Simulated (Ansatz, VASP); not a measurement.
# Cross-check of SiGe2 between VASP and Ansatz, part 2 of 2

Wanted: the spread between two codes on one cell, functional and k mesh. The cell is generated by rule, not measured, and may not be a known phase. The cell is taken from a series of runs on this material, whose earlier steps may have relaxed, scaled, displaced or heated it; both programs get it as it stands.

VASP 6.6.1 and Ansatz 0.2.0.

So far. Step 2 (VASP: single point, r2SCAN, pair 1): The run ends at a pressure of -5.73 GPa. Step 3 (Ansatz: single point, r2SCAN, pair 1): The run ends at a pressure of -5.72 GPa.

**5. VASP: single point, r2SCAN, pair 2**

Level of this step: r2SCAN; plane waves and PAW (Si, Ge_d); invented cell (VASP).

With cell and atoms fixed, the geometry can't cause a difference; cores, projectors, grids and the points listed under the comparison can. This pair takes another cell of the material, with 12 atoms against 6 for the pair before.

Input file INCAR:

```
SYSTEM = SiGe2
PREC = Accurate
ENCUT = 550
EDIFF = 1E-06
NELM = 120
ISMEAR = 1
SIGMA = 0.2
LREAL = .FALSE.
ALGO = Normal
METAGGA = R2SCAN
LASPH = .TRUE.
NBANDS = 79
LORBIT = 11
LWAVE = .FALSE.
LCHARG = .FALSE.
ISIF = 2
GGA_COMPAT = .FALSE.
LMIXTAU = .TRUE.
KPAR = 2
```

Input file POSCAR:

```
SiGe2
1.0
    5.2880224348      5.2880224348      0.0000000000
    5.2880224348      0.0000000000      5.2880224348
    5.2880224348      0.0000000000     -5.2880224348
Si Ge
4 8
Direct
    0.0000000000      0.5000000000      0.5000000000
    0.0000000000      0.0000000000      0.0000000000
    0.5000000000      0.2500000000      0.7500000000
    0.5000000000      0.7500000000      0.2500000000
    0.2500000000      0.1250000000      0.8750000000
    0.2500000000      0.6250000000      0.3750000000
    0.7500000000      0.1250000000      0.8750000000
    0.7500000000      0.6250000000      0.3750000000
    0.2500000000      0.6250000000      0.8750000000
    0.2500000000      0.1250000000      0.3750000000
    0.7500000000      0.1250000000      0.3750000000
    0.7500000000      0.6250000000      0.8750000000
```

Input file KPOINTS:

```
Automatic mesh
0
Gamma
8 8 8
0 0 0
```

PAW data sets: Si and Ge_d (PBE family, release 64).

The run is started by

```
mpirun -np 2 vasp_std
```

Numbers of over 12 decimals in the logs are rounded to 6 here.

What it wrote:

```text
[banner, memory and clock lines left out]
running    2 mpi-ranks, on    1 nodes
[...]
[... a notice as in an earlier step ...]

 LDA part: xc-table for (None), standard interpolation
 POSCAR, INCAR and KPOINTS ok, starting setup
[...]
entering main loop
       N       E                     dE             d eps       ncg     rms          rms(c)
DAV:   1     0.165493645589E+04    0.16549E+04   -0.59037E+04  5819   0.393E+03
DAV:   2     0.207422523096E+03   -0.14475E+04   -0.13842E+04  4582   0.119E+03
DAV:   3    -0.112953475560E+03   -0.32038E+03   -0.30572E+03  4782   0.267E+02
DAV:   4    -0.146258307458E+03   -0.33305E+02   -0.32017E+02  5436   0.927E+01
[...]
DAV:  25    -0.133497832077E+03   -0.17326E-05   -0.64039E-07  3068   0.361E-03    0.179E-03
DAV:  26    -0.133497830740E+03    0.13364E-05   -0.32603E-07  2613   0.339E-03    0.545E-04
DAV:  27    -0.133497830710E+03    0.30035E-07   -0.16759E-07  2543   0.180E-03
   1 F= -.13349783E+03 E0= -.13349426E+03  d E =-.107045E-01
```

Parts of OUTCAR (step 5):

```text
  Total       -0.1320701     -0.1320701     -0.1320701     -0.0000000      0.0000000      0.0000000
  in kB       -0.7154925     -0.7154925     -0.7154925     -0.0000000      0.0000000      0.0000000
  external PRESSURE =      -0.7154925 kB  Pullay stress =       0.0000000 kB

 POSITION                                       TOTAL-FORCE (eV/Angst)
 -----------------------------------------------------------------------------------
      5.28802      0.00000      0.00000        -0.000000     -0.000000     -0.000000
      0.00000      0.00000      0.00000        -0.000000      0.000000     -0.000000
      7.93203      2.64401     -2.64401         0.000000      0.000000      0.000000
      7.93203      2.64401      2.64401         0.000000     -0.000000      0.000000
      6.61003      1.32201     -3.96602         0.000000      0.000000     -0.000000
      6.61003      1.32201      1.32201         0.000000      0.000000     -0.000000
      9.25404      3.96602     -3.96602         0.000000      0.000000     -0.000000
      9.25404      3.96602      1.32201         0.000000      0.000000     -0.000000
      9.25404      1.32201     -1.32201         0.000000     -0.000000     -0.000000
      3.96602      1.32201     -1.32201         0.000000     -0.000000     -0.000000
      6.61003      3.96602     -1.32201         0.000000     -0.000000     -0.000000
     11.89805      3.96602     -1.32201         0.000000     -0.000000     -0.000000
 -----------------------------------------------------------------------------------
    total drift:                               -0.000000     -0.000000      0.000000

  FREE ENERGIE OF THE ION-ELECTRON SYSTEM (eV)
  ---------------------------------------------------
  free  energy   TOTEN  =      -133.4978307103 eV

  energy  without entropy=     -133.4871261946  energy(sigma->0) =     -133.49426254

[... 3 further parts left out ...]
[key lines of the parts left out:]
E-fermi :   4.1620
```

The run ends at a pressure of -0.07 GPa.

**6. Ansatz: single point, r2SCAN, pair 2**

The same cell, functional, mesh and smearing now go to Ansatz, which takes its cutoff from its data sets.

The cell is taken from a series of runs on this material, whose earlier steps may have relaxed, scaled, displaced or heated it; both programs get it as it stands.

Input file input.yaml:

```yaml
crystal:
  lattice:
    - [5.2880224348, 5.2880224348, 0.0]
    - [5.2880224348, 0.0, 5.2880224348]
    - [5.2880224348, 0.0, -5.2880224348]
  atoms:
    - { symbol: Si, position: [0.0, 0.5, 0.5] }
    - { symbol: Si, position: [0.0, 0.0, 1.0] }
    - { symbol: Si, position: [0.5, 0.25, 0.75] }
    - { symbol: Si, position: [0.5, 0.75, 0.25] }
    - { symbol: Ge, position: [0.25, 0.125, 0.875] }
    - { symbol: Ge, position: [0.25, 0.625, 0.375] }
    - { symbol: Ge, position: [0.75, 0.125, 0.875] }
    - { symbol: Ge, position: [0.75, 0.625, 0.375] }
    - { symbol: Ge, position: [0.25, 0.625, 0.875] }
    - { symbol: Ge, position: [0.25, 0.125, 0.375] }
    - { symbol: Ge, position: [0.75, 0.125, 0.375] }
    - { symbol: Ge, position: [0.75, 0.625, 0.875] }
kpoints:
  mp_grid: { grid: [8, 8, 8] }
hamiltonian:
  xc: r2scan
scf:
  occupations: { method: methfessel_paxton, width: 0.2 }
output:
  forces: true
  stress: true
  eigenvalues: true
```

The run is started by

```
ansatz run input.yaml --threads 8 --pin off --max-ram 14336MiB --backend cpu --events-out ev --progress --plain --runs-dir out
```

What it wrote:

```text
[...]
Crystal: 12 atoms, lattice volume = 295.740 Å³
Basis set: ecut = 500 eV, 7583 PW (Γ), exchange–correlation on 240×240×240 points (64 copies of the dense FFT grid, shifted against one another)
Bands: 77, of which v1, the nominal top of the filled ones, is band 64 counted from 1 (63 counted from 0)
Symmetry: 96 space group operations
[...]
k-points: 29 of 512
[...]
k-point 0: bands = [... 60 lower, 5.7786, 5.7786, 6.6803, 7.4534, 7.4534, 7.4534, 8.0958, 8.0958, ... 9 higher]
  k-point 1: bands = [... 60 lower, 5.7127, 5.7127, 6.9835, 6.9835, 7.2612, 7.5039, 7.9472, 8.0093, ... 9 higher]
  k-point 2: bands = [... 60 lower, 5.5205, 5.8576, 6.4430, 6.4430, 7.0364, 7.4974, 7.4974, 7.6145, ... 9 higher]
  k-point 28: bands = [... 60 lower, 5.1269, 5.1269, 5.1269, 5.1269, 6.4915, 6.4915, 6.4915, 6.4915, ... 9 higher]
[key lines of the parts left out:]
SCF converged after 8 iterations
Free energy (F): -36966.951463 eV
Fermi energy:    6.475568 eV
P = ⅓ Tr σ = -0.0600 GPa (-0.600 kbar)
```

The run ends at a pressure of -0.06 GPa.

**7. Comparison**

Compared:

```
      quantity  Ansatz   VASP  difference
pressure (GPa)   -0.06  -0.07       +0.01
```

**8. Summary of results**

* difference in pressure (single point, r2SCAN, pair 1): 0.016 GPa
* difference in pressure (single point, r2SCAN, pair 2): 0.012 GPa

The difference in pressure is 0.016 GPa (single point, r2SCAN, pair 1), within the 1 GPa picked in this series as the mark of a large difference. How closely two codes agree says nothing of how well the functional describes the real material.

[Lines on the potential files, build, host, timing and source positions are cut from VASP's logs without a mark.]

[Logs are printed without paths, hosts, clocks, repeated set-up lines and the standing remarks that a program may print on its own settings, such as how far it seeks lower states.]

[Hosts, paths, dates, database ids (printed as entryN), source tags and the programs' standing remarks are cut or masked in the printed files.]
